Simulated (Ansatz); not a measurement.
## C in Ansatz: the effect of exact exchange share

Crystal: C.

```
CELL_PARAMETERS angstrom
0.00000 1.78337 1.78337
1.78337 0.00000 1.78337
1.78337 1.78337 0.00000
ATOMIC_POSITIONS crystal
C 0.75000 0.75000 0.75000
C 0.50000 0.50000 0.50000
```

This isn't the form of C at room conditions, which is graphite.

Alike in all runs:

- Program: Ansatz 0.2.0
- Task: single point
- Potentials or basis: all-electron PAW datasets made for the crystal
- k mesh: 6 × 6 × 6
- Occupations: fermi-dirac, width 0.05 eV
- Spin: no spin polarisation

One run gave: gap on the mesh 7.26 eV; pressure -14.0 GPa. Which exact exchange share did it use?
A. 0.4
B. 0.1
C. 0
D. 0.25

A.

```tsv
exact exchange share	functional	cutoff	gap on the mesh (eV)	pressure (GPa)
0	PBE	540 eV (chosen from the basis error)	4.16	1.8
0.1	PBE with a typed share of exact exchange	600 eV (chosen from the basis error)	4.92	-2.3
0.25	PBE0	600 eV (chosen from the basis error)	6.08	-8.2
0.4	PBE with a typed share of exact exchange	600 eV (chosen from the basis error)	7.26	-14.0
```

Caveats: all runs use coarse meshes.

A k mesh can miss the band edges.
